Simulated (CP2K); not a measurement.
The system is Sn.

```
Sn
1.0
     4.45495    0.00000    0.00000
    -3.30667    2.98538    0.00000
    -0.57414   -1.49269    4.15799
Sn
2
Cartesian
  0.0000 0.0000 0.0000
  2.2275 0.0000 2.0790
```

Base run:

```yaml
Program: CP2K 2026.2
Functional: LDA
Potentials_or_basis: POTENTIAL_UZH Sn GTH-PBE-q4; TZVP-MOLOPT-PBE-GTH basis
Density_cutoff: 9184 eV
k_mesh: 9 × 9 × 9
Occupations: fermi-dirac, width 0.05 eV
Spin: no spin polarisation
```

Its results: band gap on the k mesh none (metal or under the smearing width); pressure 2.1 GPa.

Question: The run is repeated on the same cell with these changes: functional from LDA to OLYP. What comes out?

Answer: Band gap on the k mesh none (metal or under the smearing width); pressure 1.1 GPa.

Caveats: the potentials were made for another functional, which shifts forces and pressure; spin-orbit coupling is left out, which moves the levels of the heavy elements; the basis of atomic orbitals isn't converged, which shifts pressures, moduli and gaps.
